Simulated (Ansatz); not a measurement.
# YN: band gap under strain

How does strain move the band edges of YN (rocksalt), and do the functionals agree on it? States: no strain; -4.0 % equal strain in all directions; -3.0 % equal strain in all directions.

Code: Ansatz 0.2.0. PAW datasets, plane waves. The values are computed, spin-unpolarised, and not measurements.

### 1 The structure to begin with

The unstrained cell was relaxed with r2SCAN; in each strained cell the atoms were relaxed again with r2SCAN. Names of k-points are those of the unstrained zone, where strain can split equivalent points. First state: no strain.

The symmetry is Fm-3m (No. 225, cubic); conventional cell a = 4.896 Å, 14.67 Å³ an atom. Near Y stand 6 N at 2.45 Å; near N stand 6 Y at 2.45 Å.

As a file:

```xyz
2
Lattice="0.0000 2.4480 2.4480 2.4480 0.0000 2.4480 2.4480 2.4480 0.0000" Properties=species:S:1:pos:R:3 pbc="T T T"
Y     0.0000    0.0000    0.0000
N     2.4480    2.4480    2.4480
```

### 2 No strain: PBE

Input file input.yaml:

```yaml
crystal:
  lattice:
    - [0.0, 2.4480481427, 2.4480481427]
    - [2.4480481427, 0.0, 2.4480481427]
    - [2.4480481427, 2.4480481427, 0.0]
  atoms:
    - { symbol: "Y", position: [0.0, 0.0, 0.0] }
    - { symbol: "N", position: [0.5, 0.5, 0.5] }
kpoints:
  mp_grid: { grid: [10, 10, 10] }
  band_path:
    path:
      - [0.0, 0.0, 0.0]
      - [0.5, 0.0, 0.5]
      - [0.625, 0.25, 0.625]
      - [0.375, 0.375, 0.75]
      - [0.5, 0.5, 0.5]
      - [0.5, 0.25, 0.75]
      - [0.0, 0.5, 0.5]
    npoints: 1
hamiltonian:
  xc: pbe
scf:
  occupations: { method: fermi_dirac, width: 0.02 }
  n_extra_bands: 4
output:
  forces: true
  stress: true
  eigenvalues: true
```

Run with:

```console
$ ansatz run input.yaml --threads 2 --pin off --max-ram 20275MiB --backend cpu --events-out ev --progress --plain --runs-dir out
```

The runs that follow: No strain: r2SCAN; No strain: HSE06; No strain: r2SCAN+SOC; -4.0 % equal strain in all directions: PBE; -4.0 % equal strain in all directions: r2SCAN; -4.0 % equal strain in all directions: HSE06; -4.0 % equal strain in all directions: r2SCAN+SOC; -3.0 % equal strain in all directions: PBE; -3.0 % equal strain in all directions: r2SCAN; -3.0 % equal strain in all directions: HSE06; -3.0 % equal strain in all directions: r2SCAN+SOC.

**Question.** What will these runs give?

As calculated:

Least gap in eV (negative: overlap), with the change from the unstrained cell in brackets:

| state | volume change (%) | PBE | r2SCAN | HSE06 |
| --- | --- | --- | --- | --- |
| no strain | +0.0 | 0.20 | 0.58 | 1.09 |
| -4.0 % equal strain in all directions | -11.5 | -0.04 (-0.24) | 0.34 (-0.24) | 0.84 (-0.25) |
| -3.0 % equal strain in all directions | -8.7 | 0.03 (-0.17) | 0.41 (-0.17) | 0.92 (-0.17) |

In words: The largest move of the HSE06 gap in the table is -0.252 eV, under -4.0 % equal strain in all directions. PBE and HSE06 differ by 0.90 eV on the unstrained gap, and by at most 0.01 eV on its change: PBE follows the response to strain far better than the gap itself. Under -4.0 % equal strain in all directions PBE gives no gap, or under 0.02 eV, while HSE06 has one.
